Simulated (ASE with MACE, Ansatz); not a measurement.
# Hydroxylated HfO2(111) and BCl3: energies of the steps

Which steps of the reaction of BCl3 with hydroxylated HfO2(111) release energy, and how far does that hang on the level of theory?

Calculated with Ansatz 0.2.0: Kohn-Sham DFT, PBE+D3(BJ), PAW (set soft_2), plane waves; cutoff 420 eV, fermi-dirac smearing of 0.025 eV (for the slabs). Every cell is relaxed with this functional, then solved at fixed geometry with r2SCAN+D4, PBE+D3(BJ) on a denser mesh, PBE and RPBE+D3(BJ). Cutoffs: 420 eV for PBE+D3(BJ), PBE and RPBE+D3(BJ); 500 eV for r2SCAN+D4.

**The cells**

The cell holds 63 atoms: 18 Hf, 39 O and 6 H. Its edges and angles: a = 10.776 Å, b = 10.776 Å, c = 22.312 Å, α = 90.0°, β = 90.0°, γ = 120.0°. It derives from HfO2 (hydroxylated HfO2(111)). The starting structure: Fluorite-type HfO2(111), 3 x 3 cells, two O-Hf-O trilayers, three waters split on the upper face (lattice constants typed as starting values near PBE's), about 15 Å of vacuum, lower atoms held. Vacuum lies along c. 27 atoms are held.

- BCl3 on hydroxylated HfO2(111): one whole molecule of BCl3 lowered over an O-H group, eased by MACE.
- BCl3 after losing HCl on hydroxylated HfO2(111): the H of one O-H group replaced by the B fragment of BCl3 less one ligand, eased by MACE.
- BCl3 fragment with one ligand changed to OH on hydroxylated HfO2(111): the bound fragment with one more ligand replaced by OH, eased by MACE.

Molecules sit alone in boxes of 12 to 15 Å, at Γ at every level, with a smearing of 0.01 eV.

The input of the single point on the relaxed bare surface:

```yaml
crystal:
  lattice:
    - [10.77631, 0.0, 0.0]
    - [-5.38815, 9.33256, 0.0]
    - [0.0, 0.0, 22.31226]
  atoms:
    - { symbol: Hf, position: [0.99101, 0.00266, 0.07846] }
    - { symbol: O, position: [0.00864, 0.01297, 0.17073] }
    - { symbol: Hf, position: [0.2364, 0.12802, 0.20296] }
    - { symbol: O, position: [0.23657, 0.1102, 0.10504] }
    [... 57 atom lines left out ...]
    - { symbol: H, position: [0.55071, 0.86426, 0.32835] }
    - { symbol: H, position: [0.76207, 0.9227, 0.29262] }
kpoints:
  mp_grid: { grid: [1, 1, 1] }
hamiltonian:
  xc: pbe
  dispersion: d3bj
scf:
  occupations: { method: fermi_dirac, width: 0.025 }
output:
  forces: true
  populations: true
  dos:
    method: { smearing: { sigma: 0.08 } }
    de: 0.1
    projected:
      site_lists:
        H: [H]
        Hf: [Hf]
        O: [O]
        slab: [... 63 sites ...]
  eigenvalues: true
  write_density: true
  write_potential: true
  volumetric_format: npy
```

| cell | formula | k-mesh | relaxation steps | gain on relaxing (eV) | free energy, PBE+D3(BJ) (eV) | Kohn-Sham gap (eV) | time of its runs on this page |
| --- | --- | --- | --- | --- | --- | --- | --- |
| hydroxylated HfO2(111) | Hf18H6O39 | 1×1×1 | 8 | 0.09 | -305305.346 | 4.23 | 35 s |
| BCl3 on hydroxylated HfO2(111) | Hf18BH6Cl3O39 | 1×1×1 | 11 | 0.27 | -308705.098 | 3.83 | 38 s |
| BCl3 after losing HCl on hydroxylated HfO2(111) | Hf18BH5Cl2O39 | 1×1×1 | 19 | 0.22 | -307608.285 | 4.18 | 51 s |
| BCl3 fragment with one ligand changed to OH on hydroxylated HfO2(111) | Hf18BH6ClO40 | 1×1×1 | 20 | 0.26 | -307111.631 | 4.18 | 51 s |
| BCl3 | BCl3 | 1×1×1 | 5 | 0.04 | -3398.360 | 4.94 | 20 s |
| H2O | H2O | 1×1×1 | 4 | 0.15 | -599.231 | 6.23 | 19 s |
| HCl | HCl | 1×1×1 | 4 | 0.03 | -1096.239 | 6.80 | 18 s |

The gap is that between the highest filled and lowest empty Kohn-Sham level; a dash marks none computed or no clear gap.

**Reaction energies**

Products less reactants, from the free energies above and their like at the other levels, in eV; negative values release energy:

```
                                                change  PBE+D3(BJ)  r2SCAN+D4  PBE+D3(BJ), denser mesh    PBE  RPBE+D3(BJ)
                                    adsorption of BCl3       -1.39      -1.43                    -1.39  -0.87        -1.61
ligand exchange: surface + BCl3 → bound fragment + HCl       -0.82      -0.84                    -0.82  -0.57        -0.80
     co-reactant step: bound fragment + H2O → OH + HCl       -0.35      -0.42                    -0.35  -0.40        -0.22
```

Worked for the first row at PBE+D3(BJ): (-308705.098) − (-305305.346) − (-3398.360) = -1.391 eV (from unrounded energies).

**What the relaxations did**

Bonds are pairs closer than 1.18 times the sum of covalent radii, pairs of two metal atoms left out; a bond counts as made or broken only if it crosses from under that bound to over 1.3 times, or back. All concern the added atoms.

| cell | bonds to the surface at the end | nearest contact (Å) | made in DFT | broken in DFT | largest move (Å) |
| --- | --- | --- | --- | --- | --- |
| BCl3 on hydroxylated HfO2(111) | 1 B–O | B–O 1.49 | none | none | 1.15 |
| BCl3 after losing HCl on hydroxylated HfO2(111) | 1 B–O | B–O 1.32 | none | none | 1.87 |
| BCl3 fragment with one ligand changed to OH on hydroxylated HfO2(111) | 1 B–O | B–O 1.33 | none | none | 2.71 |

**Findings**

Row 1 releases 1.39 eV at PBE+D3(BJ). The molecule stays whole and bonds to the surface (its most stretched bond, B–Cl, goes from 1.75 Å in the gas to 1.92 Å). A surface atom stands 0.8 Å from its place in the starting slab, so the energy holds a rearrangement of the surface too. At the same geometries the levels give -1.61 (RPBE+D3(BJ)) to -0.87 eV (PBE), the denser mesh leaves it within 0.01 eV and the D3 term supplies -0.52 eV of it. Row 2 releases 0.82 eV at PBE+D3(BJ). At the same geometries the levels give -0.84 (r2SCAN+D4) to -0.57 eV (PBE), the denser mesh leaves it within 0.01 eV and the D3 term supplies -0.25 eV of it. Row 3 releases 0.35 eV at PBE+D3(BJ). At the same geometries the levels give -0.42 (r2SCAN+D4) to -0.22 eV (RPBE+D3(BJ)), the denser mesh leaves it within 0.01 eV and the D3 term supplies +0.05 eV of it. Counted from the adsorbed state, the exchange costs 0.57 eV, with the by-product taken away as gas.

Limits: These are static energies with no barriers, zero-point energy or heat. Where a gas molecule is taken up, its entropy is lost, which at room temperature and above is worth several tenths of an eV to over 1 eV a molecule and isn't counted. All slabs, the starting one too, were first eased by a machine-learned potential, and one starting arrangement a cell was relaxed; others may lie lower. Only one face is changed, and the cells carry no dipole correction. Levels with D3 or D4 differ in the size of their dispersion terms as well as in the functional. Spin–orbit coupling is left out, which matters for the levels of the heavy elements. In some runs the program notes that the exchange-correlation potential is rough where the density is thin.

[Logs are printed without paths, hosts, clocks, repeated set-up lines and the standing remarks that a program may print on its own settings, such as how far it seeks lower states.]

[Hosts, paths, dates, database ids (printed as entryN), source tags and the programs' standing remarks are cut or masked in the printed files.]
